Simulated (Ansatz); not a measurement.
# TaN: the cost of one run

Method: DFT PBE, scalar-relativistic, in Ansatz 0.2.0.

**1. The structure to begin with**

The structure is hexagonal, space group P6_3mc (No. 186). The conventional cell has a = 3.050 Å, b = 3.050 Å, c = 4.940 Å, α = 90.00°, β = 90.00°, γ = 120.00°. Ta (site symmetry 3m) is surrounded by 4 N at 1.85 to 1.90 Å. Around N (site symmetry 3m) lie 4 Ta at 1.85 to 1.90 Å.

Coordinates:

```
CELL_PARAMETERS angstrom
3.05000 0.00000 0.00000
-1.52500 2.64138 0.00000
0.00000 0.00000 4.94000
ATOMIC_POSITIONS crystal
Ta 0.33333 0.66667 0.00000
Ta 0.66667 0.33333 0.50000
N 0.33333 0.66667 0.38500
N 0.66667 0.33333 0.88500
```

Atoms are numbered in the order of the input: Ta1, Ta2, N3, N4.

**2. The deformed structure**

Space group P6_3mc before, P6_3mc after.

**3. All-electron LAPW**

Input file input.yaml:

```yaml
crystal:
  lattice:
    - [3.0500010905, 0.0, 0.0]
    - [-1.5250005453, 2.641378426, 0.0]
    - [0.0, 0.0, 5.0882]
  atoms:
    - { symbol: Ta, position: [0.3333333333, 0.6666666667, 0.0] }
    - { symbol: Ta, position: [0.6666666667, 0.3333333333, 0.5] }
    - { symbol: "N", position: [0.3333333333, 0.6666666667, 0.385] }
    - { symbol: "N", position: [0.6666666667, 0.3333333333, 0.885] }
kpoints:
  mp_grid: { grid: [9, 9, 5] }
  band_path:
    path:
      - [0.0, 0.0, 0.0]
      - [0.5, 0.0, 0.0]
      - [0.3333333333, 0.3333333333, 0.0]
      - [0.0, 0.0, 0.0]
      - [0.0, 0.0, 0.5]
      - [0.5, 0.0, 0.5]
      - [0.3333333333, 0.3333333333, 0.5]
      - [0.0, 0.0, 0.5]
      - [0.5, 0.0, 0.5]
    npoints: 5
scf:
  occupations: { method: fermi_dirac, width: 0.01 }
hamiltonian:
  xc: pbe
  pseudopotentials: { kind: all_electron, lapw: { basis_error: 0.001 } }
output:
  forces: true
  stress: true
  eigenvalues: true
```

The run is started by

```console
> ansatz run input.yaml --threads 1 --pin off --max-ram 4096MiB --backend cpu --events-out ev --progress --plain --runs-dir out
```

**Question.** How long does this run take on 1 thread of Arm Neoverse V1, shared host, and how much memory does it need?

About 2.4 min, with a peak of 0.55 GiB.
